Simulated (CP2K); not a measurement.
A run of CP2K 2026.2 is set up as follows.

File cds_bands.inp:

```
&GLOBAL
  PROJECT cds_bands
  RUN_TYPE ENERGY_FORCE
  PRINT_LEVEL LOW
&END GLOBAL
&FORCE_EVAL
  METHOD QS
  STRESS_TENSOR ANALYTICAL
  &DFT
    BASIS_SET_FILE_NAME BASIS_MOLOPT
    POTENTIAL_FILE_NAME GTH_SOC_POTENTIALS
    &MGRID
      CUTOFF 450
      REL_CUTOFF 60
      NGRIDS 5
    &END MGRID
    &QS
      METHOD GPW
      EPS_DEFAULT 1.0E-10
    &END QS
    &KPOINTS
      SCHEME MONKHORST-PACK 7 7 4
      GAMMA_CENTERED T
    &END KPOINTS
    &SCF
      SCF_GUESS ATOMIC
      EPS_SCF 1.0E-6
      MAX_SCF 100
      ADDED_MOS 14
      CHOLESKY OFF
      EPS_EIGVAL 1.0E-7
      &DIAGONALIZATION ON
        ALGORITHM STANDARD
      &END DIAGONALIZATION
      &MIXING ON
        METHOD BROYDEN_MIXING
        ALPHA 0.4
        BETA 1.5
        NBUFFER 8
      &END MIXING
      &SMEAR ON
        METHOD FERMI_DIRAC
        ELECTRONIC_TEMPERATURE [K] 580.226
      &END SMEAR
    &END SCF
    &XC
      &XC_FUNCTIONAL PBE
      &END XC_FUNCTIONAL
    &END XC
    &PRINT
      &KPOINTS ON
      &END KPOINTS
      &MULLIKEN ON
      &END MULLIKEN
      &MO ON
        ENERGIES T
        OCCUPATION_NUMBERS T
        &EACH
          QS_SCF 0
        &END EACH
        ADD_LAST NUMERIC
      &END MO
      &LOWDIN ON
      &END LOWDIN
      &HIRSHFELD ON
        SHAPE_FUNCTION DENSITY
      &END HIRSHFELD
    &END PRINT
  &END DFT
  &PROPERTIES
    &BANDSTRUCTURE ON
      &BANDSTRUCTURE_PATH
        NPOINTS 8
        SPECIAL_POINT GAMMA 0.00000000 0.00000000 0.00000000
        SPECIAL_POINT M 0.50000000 0.00000000 0.00000000
        SPECIAL_POINT K 0.33333333 0.33333333 0.00000000
        SPECIAL_POINT GAMMA 0.00000000 0.00000000 0.00000000
        SPECIAL_POINT A 0.00000000 0.00000000 0.50000000
        SPECIAL_POINT L 0.50000000 0.00000000 0.50000000
        SPECIAL_POINT H 0.33333333 0.33333333 0.50000000
        SPECIAL_POINT A 0.00000000 0.00000000 0.50000000
      &END BANDSTRUCTURE_PATH
      &SOC ON
      &END SOC
    &END BANDSTRUCTURE
  &END PROPERTIES
  &SUBSYS
    &CELL
      A 4.1500000000 0.0000000000 0.0000000000
      B -2.0750000000 3.5940054257 0.0000000000
      C 0.0000000000 0.0000000000 6.7370000000
      PERIODIC XYZ
    &END CELL
    &COORD
      Cd  2.0750000002 1.1980018084 3.3685000000
      Cd  -0.0000000002 2.3960036173 0.0000000000
      S   2.0750000002 1.1980018084 5.8948750000
      S   -0.0000000002 2.3960036173 2.5263750000
    &END COORD
    &KIND Cd
      BASIS_SET DZVP-MOLOPT-SR-GTH-q12
      POTENTIAL GTH-PBE-q12
    &END KIND
    &KIND S
      BASIS_SET DZVP-MOLOPT-SR-GTH-q6
      POTENTIAL GTH-PBE-q6
    &END KIND
    &PRINT
      &ATOMIC_COORDINATES ON
      &END ATOMIC_COORDINATES
      &CELL ON
      &END CELL
    &END PRINT
  &END SUBSYS
  &PRINT
    &FORCES ON
    &END FORCES
    &STRESS_TENSOR ON
    &END STRESS_TENSOR
  &END PRINT
&END FORCE_EVAL
```

Potentials or basis: GTH_SOC_POTENTIALS Cd GTH-PBE-q12, S GTH-PBE-q6; DZVP-MOLOPT-SR-GTH basis.

Run with:

```console
$ OMP_NUM_THREADS=1 cp2k.psmp -i cds_bands.inp -o cds_bands.out
```

**Question.** Estimate the pressure.

**Answer.** 3.3 GPa.

**Question.** Predict the Mulliken charges.

**Answer.** Cd +0.39; S -0.39 e.

**Question.** Predict the Hirshfeld charges.

**Answer.** Cd +0.28; S -0.28 e.

Stress tensor (GPa, compression positive):
```
3.07 0.00 0.00
0.00 3.07 0.00
0.00 0.00 3.77
```

Caveat: the basis of atomic orbitals isn't converged, which shifts pressures, moduli and gaps.

**Measured values to compare with.**

“Isotope dependence of band-gap energy”, 2008, arxiv:0807.2152 quotes, for a bulk crystal of CdS: band gap 2.5809 ± 0.0002 eV.

Measured gap of CdS: 2.5809 eV (quoted in “Isotope dependence of band-gap energy”, 2008, arxiv:0807.2152). This calculation gives 1.15 eV (-1.44 eV). So large a miss can be the level of theory's own, or it may mean another phase, state or a wrong row. The value is that of PBE in an atomic basis (GTH_SOC_POTENTIALS Cd GTH-PBE-q12, S GTH-PBE-q6; DZVP-MOLOPT-SR-GTH basis), whose error adds to the functional's,, without temperature or zero-point motion. Semilocal functionals fall short of measured gaps as a rule.
